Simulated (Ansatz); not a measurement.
## TaN: do energies and stresses tell the same story?

All numbers below come from DFT r2SCAN, scalar-relativistic, plane waves, PAW in Ansatz.

Settings: cutoff 500 eV, Γ-centred mesh 9×9×12 on the computed 6-atom cell, Gaussian smearing of 0.10 eV; no spin polarisation.

Relaxed cell: P6/mmm, a = 5.240 Å, b = 5.240 Å, c = 2.904 Å, α = 90.00°, β = 90.00°, γ = 120.00°, 6 atoms in the primitive cell. This form isn't the usual stable structure of the compound.

Energies at zero smearing and pressures from the stress tensor, at volumes with shape and atoms relaxed:
| V (Å³/atom) | E − E(first) (meV/atom) | P (GPa) |
| --- | --- | --- |
| 10.819 | 0.00 | 20.92 |
| 11.164 | -32.74 | 9.66 |
| 11.509 | -42.97 | 0.02 |
| 11.854 | -33.87 | -8.28 |
| 12.200 | -8.23 | -15.37 |

Q: Check P = −dE/dV between neighbouring volumes, and get the bulk modulus from the pressures alone.

A: With 1 eV/Å³ = 160.2 GPa:
```
middle V (Å³/atom)  −ΔE/ΔV (GPa) mean P (GPa)
            10.991        15.191        15.290
            11.336         4.746         4.844
            11.682        -4.219        -4.126
            12.027       -11.900       -11.825
```

The two differ by 0.10 GPa at most. The mean of two end pressures misses the average over a step by about ΔV² P″/12, up to 0.15 GPa here; with that taken off 0.05 GPa remains. The stress is the derivative of the free energy, not of the energy at zero smearing, and with free energies 0.02 GPa remains. Around V = 11.509 Å³/atom, the two neighbours give B = −V ΔP/ΔV = 11.509 × 17.94 / 0.691 = 299.0 GPa, against B0 = 297.9 GPa from the Birch–Murnaghan fit of the energies.

Spin–orbit coupling is left out, which can shift energies with elements as heavy as these.

Cost: 6 runs of about 12 core-minutes in all, on Arm Neoverse V1 (shared hosts).